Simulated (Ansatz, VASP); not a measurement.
## InAs2: VASP beside Ansatz

```xyz
3
Lattice="4.6667 0.0000 0.0000 -2.3333 4.0414 0.0000 0.0000 0.0000 4.6196" Properties=species:S:1:pos:R:3 pbc="T T T"
In    0.0000    0.0000    2.3098
As    0.0000    2.6943    2.3098
As    2.3333    1.3471    2.3098
```

Alike in both runs: task single point; functional PBE; k mesh 6 × 6 × 4; occupations gaussian, width 0.1 eV; no spin polarisation.

```csv
,VASP,Ansatz
version,VASP 6.6.1,Ansatz 0.2.0
potentials or method,"VASP PAW PBE potentials, release 64 (In_d, As)","scalar-relativistic, plane waves, PAW"
plane-wave cutoff (eV),520,420
valence electrons in the cell,23,43
```

|  | VASP | Ansatz | Ansatz less VASP |
| --- | --- | --- | --- |
| gap on the k mesh at the Fermi level (eV) | none | none | - |
| pressure (GPa) | 11.1 | 11.0 | -0.10 |
| largest component of the traceless stress (GPa) | 11.32 | 11.22 | -0.109 |

A gap of «none» marks a metal or a gap that the smearing closes. With one functional, cell and mesh, what is left measures potentials, basis and numerics. The two sets of potentials don't hold the same shells in valence.

Caveats: this functional lacks dispersion, which binds the layers, so the pressure and a relaxed spacing across them are unreliable.
